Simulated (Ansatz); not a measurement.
**Barium (dhcp) across density functionals**

All rows: Ansatz, plane waves with scalar-relativistic PAW, 420 eV (500 eV for the SCAN forms), relaxed under each functional, no dispersion correction, no zero-point motion. B₀ comes from uniform scaling at fixed shape; a dash is a value not given.

```json
{"functional": "PBE", "V (Å³/atom)": "64.10", "cell": "a = 4.492 Å, c = 14.671 Å (c/a = 3.266)", "B₀ (GPa)": "8", "magnetic state": "spin not included", "ΔE to bcc (meV/atom)": "17"}
{"functional": "r²SCAN", "V (Å³/atom)": "66.89", "cell": "a = 4.552 Å, c = 14.911 Å (c/a = 3.276)", "B₀ (GPa)": "8", "magnetic state": "spin not included", "ΔE to bcc (meV/atom)": "35"}
{"functional": "PBEsol", "V (Å³/atom)": "58.40", "cell": "a = 4.356 Å, c = 14.216 Å (c/a = 3.263)", "B₀ (GPa)": "8", "magnetic state": "spin not included", "ΔE to bcc (meV/atom)": "17"}
{"functional": "revPBE", "V (Å³/atom)": "67.98", "cell": "a = 4.580 Å, c = 14.967 Å (c/a = 3.268)", "B₀ (GPa)": "8", "magnetic state": "spin not included", "ΔE to bcc (meV/atom)": "16"}
{"functional": "RPBE", "V (Å³/atom)": "69.30", "cell": "a = 4.610 Å, c = 15.064 Å (c/a = 3.268)", "B₀ (GPa)": "7", "magnetic state": "spin not included", "ΔE to bcc (meV/atom)": "16"}
{"functional": "BLYP", "V (Å³/atom)": "67.12", "cell": "a = 4.563 Å, c = 14.892 Å (c/a = 3.264)", "B₀ (GPa)": "8", "magnetic state": "spin not included", "ΔE to bcc (meV/atom)": "11"}
```

PBEsol gives the smallest volume and RPBE the largest.
